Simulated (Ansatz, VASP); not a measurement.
## Na: VASP beside Ansatz

File INCAR:

```
  ALGO = Fast
  EDIFF = 1E-6
  ENCUT = 520
  GGA = PS
  ISIF = 2
  ISMEAR = -1
  LASPH = T
  LCHARG = F
  LREAL = F
  LWAVE = F
  NBANDS = 14
  NELM = 80
  PREC = Accurate
  SIGMA = 0.05
```

File KPOINTS:

```
k-points
0
Gamma
  8 8 5
```

POSCAR

```
Na
1.0
    3.7417173590      0.0000000000      0.0000000000
   -1.8708586795      3.2404222867      0.0000000000
    0.0000000000      0.0000000000      6.1126967421
Na
2
Direct
    0.6666666667      0.3333333333      0.7500000000
    0.3333333333      0.6666666667      0.2500000000
```

Contents of input.yaml:

```yaml
crystal:
  lattice:
    - [3.741717359, 0.0, 0.0]
    - [-1.8708586795, 3.2404222867, 0.0]
    - [0.0, 0.0, 6.1126967421]
  atoms:
    - { symbol: Na, position: [0.6666666667, 0.3333333333, 0.75] }
    - { symbol: Na, position: [0.3333333333, 0.6666666667, 0.25] }
hamiltonian:
  xc: pbesol
  pseudopotentials: { kind: paw }
kpoints:
  mp_grid: { grid: [8, 8, 5] }
scf:
  occupations: { method: fermi_dirac, width: 0.05 }
output:
  forces: true
  stress: true
  eigenvalues: true
  write_density: true
  write_potential: true
  elf: true
  volumetric_format: npy
```

This isn't the form of Na at room conditions, which is bcc.

Alike in both runs: task single point; functional PBEsol; k mesh 8 × 8 × 5; occupations fermi-dirac, width 0.05 eV; no spin polarisation.

|  | VASP | Ansatz |
| --- | --- | --- |
| version | VASP 6.6.1 | Ansatz 0.2.0 |
| potentials or method | VASP PAW PBE potentials, release 64 (Na_pv) | Ansatz PAW |
| plane-wave cutoff (eV) | 520 | 420 |
| valence electrons in the cell | 14 | 18 |

```tsv
	VASP	Ansatz	Ansatz less VASP
gap on the k mesh at the Fermi level (eV)	none	none	-
pressure (GPa)	-0.1	-0.1	+0.01
largest component of the traceless stress (GPa)	0.16	0.16	+0.001
```

A gap of «none» marks a metal or a gap that the smearing closes. The two sets of potentials don't hold the same shells in valence.

Caveats: the PAW data sets were made with another functional, which shifts forces and pressure a little (VASP); the PAW data sets come from PBE, with cores solved anew for the run's functional, which leaves a small shift of forces and pressure (Ansatz).
